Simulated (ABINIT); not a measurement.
Input of an ABINIT 10.8.3 (patched build) run:

The input run.abi:

```
ndtset 7
getwfk -1
scalecart1 3*0.9795861087
scalecart2 3*0.9864848297
scalecart3 3*0.9932883884
scalecart4 3*1.0000000000
scalecart5 3*1.0066227096
scalecart6 3*1.0131594038
scalecart7 3*1.0196128224

pp_dirpath "./"
pseudos "Nb.upf"

acell 5.4462775076 5.4462775076 5.4462775076
rprim
    -0.5773502692     0.5773502692     0.5773502692
     0.5773502692    -0.5773502692     0.5773502692
     0.5773502692     0.5773502692    -0.5773502692
ntypat 1
znucl 41
natom 1
typat 1
xred
     0.0000000000     0.0000000000     0.0000000000

ecut 1115.666836 eV

kptopt 1
ngkpt 11 11 11
nshiftk 1
shiftk 0.0 0.0 0.0

ixc -116133

nband 11
occopt 3
tsmear 0.05 eV

nstep 100
tolvrs 1.0e-10

iomode 3
prtwf 1
prtden 0
prteig 0
prtebands 0
enunit 1
```

Potentials or basis: PseudoDojo NC SR PBEsol v0.4.1 standard.

Launch:

```sh
$ abinit run.abi > log 2>&1
```

What does it give for the equilibrium volume?

17.61 Å³/atom.

Estimate the pressure derivative of the bulk modulus.

3.3.

Estimate the bulk modulus.

181 GPa.

Energy against volume, from the lowest point:
```csv
volume (Å³/atom),energy (meV/atom)
17.322,2.46
17.691,0.00
18.060,6.05
18.428,19.93
18.797,40.99
19.165,68.58
19.534,102.10
```

Caveat: pressures at fixed basis lie under the slope of the energies.

**What was measured.**

“Pressure effects on the electronic structure and superconductivity of (TaNb)0.67(HfZrTi)0.33 high entropy alloy”, 2019, arxiv:1910.08312 quotes, for a bulk crystal of Nb: bulk modulus 169 GPa.

Measured bulk modulus of Nb: 169 GPa (quoted in “Pressure effects on the electronic structure and superconductivity of (TaNb)0.67(HfZrTi)0.33 high entropy alloy”, 2019, arxiv:1910.08312). This calculation gives 181 GPa (+7.2 %). The fit is for a static lattice scaled at fixed shape and fixed fractional positions.
